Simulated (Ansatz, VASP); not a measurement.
## CaSe: VASP beside Ansatz

```xyz
2
Lattice="0.0000 2.9354 2.9354 2.9354 0.0000 2.9354 2.9354 2.9354 0.0000" Properties=species:S:1:pos:R:3 pbc="T T T"
Ca    0.0000    0.0000    0.0000
Se    2.9354    2.9354    2.9354
```

Alike in both runs: functional PBE; dispersion D3(BJ); k mesh 8 × 8 × 8; occupations gaussian, width 0.02 eV; no spin polarisation.

Ansatz relaxed the structure, and its values are those at the end. VASP's run is a single point on that final structure, the one shown.

|  | VASP | Ansatz |
| --- | --- | --- |
| version | VASP 6.6.1 | Ansatz 0.2.0 |
| potentials or method | VASP PAW PBE potentials, release 64 (Ca_sv, Se) | scalar-relativistic, plane waves, PAW |
| plane-wave cutoff (eV) | 520 | 420 |
| valence electrons in the cell | 16 | 26 |

Ansatz gave:

| Item | Value |
| --- | --- |
| gap on the k mesh at the Fermi level (eV) | 1.98 |
| least direct gap on the mesh (eV) | 2.93 |
| pressure (GPa) | 0.0 |

**Question.** Estimate VASP's values.

**Answer.** gap on the k mesh at the Fermi level (eV): 1.97; least direct gap on the mesh (eV): 2.92; pressure (GPa): 0.2.

The two sets of potentials don't hold the same shells in valence.

A k mesh can miss the band edges. Expect the measured gap to be larger: semilocal functionals such as PBE lack the derivative discontinuity.
